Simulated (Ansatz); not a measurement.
LiF: deformation potentials from a series

```yaml
crystal:
  lattice:
    - [0.00000, 2.01400, 2.01400]
    - [2.01400, 0.00000, 2.01400]
    - [2.01400, 2.01400, 0.00000]
  atoms:
    - { symbol: Li, position: [0.00000, 0.00000, 0.00000] }
    - { symbol: F, position: [0.50000, 0.50000, 0.50000] }
```

Atom numbers follow the list: Li1, F2.

The cell comes from COD entry 1010990, which wasn't checked; take it as a given geometry.

Level of theory: DFT, LDA, all-electron LAPW, scalar-relativistic (Ansatz 0.2.0).

Sampling and basis: a Γ-centred 10×10×10 k mesh, Fermi–Dirac smearing of 0.03 eV, basis error target 1 meV/atom, no spin polarisation.

The strain is applied along the Cartesian axes of the cell as listed (the other components stay zero). Fractional coordinates are held (clamped ions).

Only quantities that a quadratic follows smoothly over the whole series are listed; rougher ones are left out.

```
    εzz  direct gap at Γ, from the mean of the top three filled levels (eV)  singlet less doublet of the top filled triplet at Γ (eV)
-0.0300                                                               9.095                                                    -0.083
-0.0100                                                               8.911                                                    -0.026
 0.0000                                                               8.821                                                     0.000
 0.0100                                                               8.732                                                     0.024
 0.0200                                                               8.645                                                     0.045
 0.0300                                                               8.560                                                     0.065
```

(1) Fit the series and give the slopes at zero strain.

(2) One run, at εzz = -0.0200, is withheld. Predict its row.

Results:

(1) Least-squares fits y = p0 + p1 x + p2 x² to the rows give direct gap at Γ, from the mean of the top three filled levels (eV): p1 = -8.92, p2 = 7.4; singlet less doublet of the top filled triplet at Γ (eV): p1 = 2.47, p2 = -10. Without spin–orbit coupling the singlet lies 3b(εzz − εxx) above the doublet in the usual convention, so the shear deformation potential is b = 0.82 eV.

(2) The fits give 9.002, -0.053; the run gave 9.002, -0.053.
